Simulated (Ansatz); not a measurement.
HfN: energy along a strain

HfN, P6_3/mmc, a = 3.128 Å, c = 5.391 Å. This isn't the usual stable structure of the compound. Ansatz: PBEsol, PAW, 420 eV, Γ-centred 18×18×10 mesh on 4 atoms, Gaussian smearing 0.15 eV; no spin polarisation. Cell vectors (Å): 3.128 0.000 0.000; -1.564 2.709 0.000; 0.000 0.000 5.391. The cell is strained by x per cent times the pattern (0 0 0 0 0 1) in the order xx yy zz yz xz xy (engineering shears), with fractional coordinates held. y is the free energy over the start, V0 = 11.418 Å³/atom. Symmetry makes y even in x.

| x (%) | y (meV/atom) |
| --- | --- |
| -4.00 | ? |
| -2.00 | 2.84 |
| 0.00 | 0.00 |
| 1.00 | 0.71 |
| 3.00 | 6.39 |
| 3.50 | 8.69 |

**Question.** Fit y = c2 x² + c4 x⁴ to the other rows, get the stiffness along the pattern, and predict the missing energy.

**Answer.** Least squares on the rows shown. y = 0.7108 x² − 0.0001072 x⁴. The clamped-ion stiffness p·C·p = 2 × 7.108 eV × 160.2 / 11.418 Å³ = 199 GPa, which is C66 in these axes. At x = -4.00 the fit asked for gives 11.35 meV/atom. The run gave 11.35 meV/atom, the same to the digits shown.

Spin–orbit coupling is left out, which can shift energies with elements as heavy as these.